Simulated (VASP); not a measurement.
A run of VASP 6.6.1 is set up as follows.

The input POSCAR:

```
MoSe2
1.0
    3.2786626318      0.0000000000      0.0000000000
   -1.6393313159      2.8394051295      0.0000000000
    0.0000000000      0.0000000000     12.7250115803
  Mo              Se
     2     4
Direct
     0.3333333332999970    0.6666666667000030    0.2500000000000000
     0.6666666667000030    0.3333333332999970    0.7500000000000000
     0.3333333332999970    0.6666666667000030    0.6183309793989835
     0.6666666667000030    0.3333333332999970    0.1183309793989835
     0.3333333332999970    0.6666666667000030    0.8816690206010165
     0.6666666667000030    0.3333333332999970    0.3816690206010165
```

Contents of INCAR.step1:

```
SYSTEM = MoSe2
  PREC = Accurate
  ENCUT = 600
  EDIFF = 1E-8
  ISMEAR = 0
  SIGMA = 0.03
  LREAL = .False.
  LASPH = .True.
  NELM = 80
  ALGO = Normal
  ISIF = 3
  LWAVE = .False.
  LCHARG = .False.
  GGA = PE
  IVDW = 12
  KPAR = 2
  IBRION = 2
  NSW = 40
  EDIFFG = -0.002
```

The input INCAR.step2:

```
SYSTEM = MoSe2
  PREC = Accurate
  ENCUT = 600
  EDIFF = 1E-8
  ISMEAR = 0
  SIGMA = 0.03
  LREAL = .False.
  LASPH = .True.
  NELM = 80
  ALGO = Normal
  ISIF = 2
  LWAVE = .False.
  LCHARG = .False.
  GGA = PE
  IVDW = 12
  KPAR = 2
  IBRION = 6
  NFREE = 2
  POTIM = 0.015
  NSW = 1
```

File KPOINTS:

```
Automatic mesh
0
Gamma
  9 9 2
  0 0 0
```

Potentials or basis: VASP PAW PBE potentials, release 64 (Mo_sv, Se).

Run with:

```console
$ cat potpaw_PBE.64/Mo_sv/POTCAR potpaw_PBE.64/Se/POTCAR > POTCAR
$ cp INCAR.step1 INCAR
$ mpirun -np 2 vasp_std > vasp.out
$ cp CONTCAR POSCAR
$ cp INCAR.step2 INCAR
$ mpirun -np 2 vasp_std > vasp.out
```

Estimate the highest phonon frequency at Γ, LO-TO splitting left out.

350 cm⁻¹.

Predict the dispersion energy per atom.

-0.479 eV.

Phonon frequencies in cm⁻¹ (negative: imaginary):
| q point | frequencies |
| --- | --- |
| (0.000, 0.000, 0.000) | 0 0 0 30 30 52 165 165 167 167 238 244 282 282 282 282 346 350 |
